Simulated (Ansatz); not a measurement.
# Cd: stress in a strained cell

Cd is deformed so: zz strain of -2 %. What stress and forces result, by LAPW, PAW and all-electron datasets made for the crystal?

Program: Ansatz 0.2.0. Level of theory: DFT PBE, scalar-relativistic. These are calculated values, not measurements.

## 1. The system as given

The structure is hexagonal, space group P6_3/mmc (No. 194). Conventional cell: a = 2.979 Å, b = 2.979 Å, c = 5.618 Å, α = 90.00°, β = 90.00°, γ = 120.00°. Cd (site symmetry -6m2) is surrounded by 12 Cd at 2.98 to 3.29 Å.

Coordinates:

```
CELL_PARAMETERS angstrom
2.97887 0.00000 0.00000
-1.48944 2.57978 0.00000
0.00000 0.00000 5.61765
ATOMIC_POSITIONS crystal
Cd 0.33333 0.66667 0.25000
Cd 0.66667 0.33333 0.75000
```

Atoms are numbered in the order of the input: Cd1, Cd2.

## 2. After the deformation

Space group P6_3/mmc before, P6_3/mmc after.

## 3. LAPW, all electrons

Contents of input.yaml:

```yaml
crystal:
  lattice:
    - [2.9788725081, 0.0, 0.0]
    - [-1.489436254, 2.5797792666, 0.0]
    - [0.0, 0.0, 5.505297]
  atoms:
    - { symbol: Cd, position: [0.3333333333, 0.6666666667, 0.25] }
    - { symbol: Cd, position: [0.6666666667, 0.3333333333, 0.75] }
kpoints:
  mp_grid: { grid: [14, 14, 7] }
  band_path:
    path:
      - [0.0, 0.0, 0.0]
      - [0.5, 0.0, 0.0]
      - [0.3333333333, 0.3333333333, 0.0]
      - [0.0, 0.0, 0.0]
      - [0.0, 0.0, 0.5]
      - [0.5, 0.0, 0.5]
      - [0.3333333333, 0.3333333333, 0.5]
      - [0.0, 0.0, 0.5]
      - [0.5, 0.0, 0.5]
    npoints: 5
scf:
  occupations: { method: fermi_dirac, width: 0.05 }
hamiltonian:
  xc: pbe
  pseudopotentials: { kind: all_electron, lapw: { basis_error: 0.00025 } }
output:
  forces: true
  stress: true
  eigenvalues: true
```

Run with:

```console
ansatz run input.yaml --threads 1 --pin off --max-ram 3072MiB --backend cpu --events-out ev --progress --plain --runs-dir out
```

## 4. PAW with frozen cores

Contents of input.yaml:

```yaml
crystal:
  lattice:
    - [2.9788725081, 0.0, 0.0]
    - [-1.489436254, 2.5797792666, 0.0]
    - [0.0, 0.0, 5.505297]
  atoms:
    - { symbol: Cd, position: [0.3333333333, 0.6666666667, 0.25] }
    - { symbol: Cd, position: [0.6666666667, 0.3333333333, 0.75] }
kpoints:
  mp_grid: { grid: [14, 14, 7] }
scf:
  occupations: { method: fermi_dirac, width: 0.05 }
hamiltonian:
  xc: pbe
  pseudopotentials: { kind: paw }
output:
  forces: true
  stress: true
  eigenvalues: true
  efg: { contact_densities: true }
```

## 5. All-electron PAW on datasets made for the crystal

input.yaml, as its differences from that of step 4:

```diff
@@ -14,3 +14,3 @@
   xc: pbe
-  pseudopotentials: { kind: paw }
+  pseudopotentials: { kind: all_electron, datasets: crystal }
 output:
```

(Steps that only read results are left out.)

Q: Predict the outcome of this session. Wanted: pressure; largest shear or deviatoric stress.

The runs gave:

| quantity | value |
| --- | --- |
| pressure | LAPW 3.96, PAW 3.96, crystal datasets 3.96 GPa |
| largest shear or deviatoric stress (LAPW) | 0.80 GPa |

What this shows: The largest part of the stress beyond the pressure is 0.80 GPa in size, in the zz component; the atoms are carried along and not relaxed. No run of the undeformed cell stands beside it, so the pressure holds what the given cell had before the change. PAW: stress within 0.01 GPa of LAPW. Crystal datasets: stress within 0.01 GPa of LAPW.
